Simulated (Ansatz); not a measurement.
Crystal: CuO.

```
Cu O
1.0
     2.34465   -1.71340    0.00000
     2.34465    1.71340    0.00000
    -0.86055    0.00000    5.05944
Cu O
2 2
Direct
  0.00320 0.49680 0.00000
  0.49680 0.00320 0.50000
  0.57140 0.40560 0.25370
  0.40560 0.57140 0.75370
```

* Program: Ansatz 0.2.0
* Task: relaxation of cell and atoms
* Functional: BLYP
* Potentials or basis: Ansatz PAW
* Cutoff: 420 eV (not typed: the program's choice for these potentials)
* k mesh: 10 × 10 × 5
* Occupations: fermi-dirac, width 0.05 eV
* Spin: no spin polarisation

At the start: volume 10.16 Å³/atom.

**Question.** Where does the relaxation end?

**Answer.** It ends after 20 steps and the volume is 11.65 Å³/atom (+14.6 %); space group P4_2/mmc (No. 131, to 0.05 Å).

Step by step:
| step | energy change (eV) | largest force (eV/Å) | volume (Å³) |
| --- | --- | --- | --- |
| 1 | 0.0000 | 0.7787 | 40.65 |
| 2 | -0.1571 | 0.5680 | 42.98 |
| 3 | -0.2494 | 0.2723 | 44.15 |
| 4 | -0.2676 | 0.0261 | 45.37 |
| 5 | -0.2753 | 0.0167 | 45.08 |
| 6 | -0.2754 | 0.0004 | 45.07 |
| 7 | -0.2754 | 0.0012 | 45.09 |
| 8 | -0.3560 | 0.0021 | 45.09 |
| 9 | -0.3878 | 0.0054 | 45.88 |
| 10 | -0.3968 | 0.0169 | 46.37 |
| 11 | -0.3978 | 0.0068 | 46.32 |
| 12 | -0.3977 | 0.0008 | 46.36 |
| 13 | -0.4171 | 0.0025 | 46.36 |
| 14 | -0.4214 | 0.0005 | 46.54 |
| 15 | -0.4218 | 0.0001 | 46.56 |
| 16 | -0.4241 | 0.0001 | 46.56 |
| 17 | -0.4245 | 0.0003 | 46.59 |
| 18 | -0.4248 | 0.0003 | 46.59 |
| 19 | -0.4249 | 0.0007 | 46.59 |
| 20 | -0.4248 | 0.0006 | 46.59 |

Final structure:
```cif
data_structure
_symmetry_space_group_name_H-M 'P 1'
_symmetry_Int_Tables_number 1
_cell_length_a 2.9942
_cell_length_b 2.9942
_cell_length_c 5.1963
_cell_angle_alpha 90.005
_cell_angle_beta 90.005
_cell_angle_gamma 89.890
_cell_volume 46.59
loop_
_atom_site_label
_atom_site_type_symbol
_atom_site_fract_x
_atom_site_fract_y
_atom_site_fract_z
_atom_site_occupancy
Cu1 Cu 0.99424 0.49428 0.00185 1
Cu2 Cu 0.49428 0.99424 0.50185 1
O1 O 0.49426 0.49422 0.25185 1
O2 O 0.49422 0.49426 0.75185 1
```

Caveat: the plane-wave basis is chosen anew once the cell has moved, so the energies of steps on either side of that aren't comparable; the pressure holds a Pulay correction of +0.8 GPa for the finite cutoff; the volume moved by +15 % from the deposited cell, more than functionals usually miss; the run has no spin polarisation, though such a crystal can be magnetic; the PAW data sets come from PBE, with cores solved anew for the run's functional, which leaves a small shift of forces and pressure.
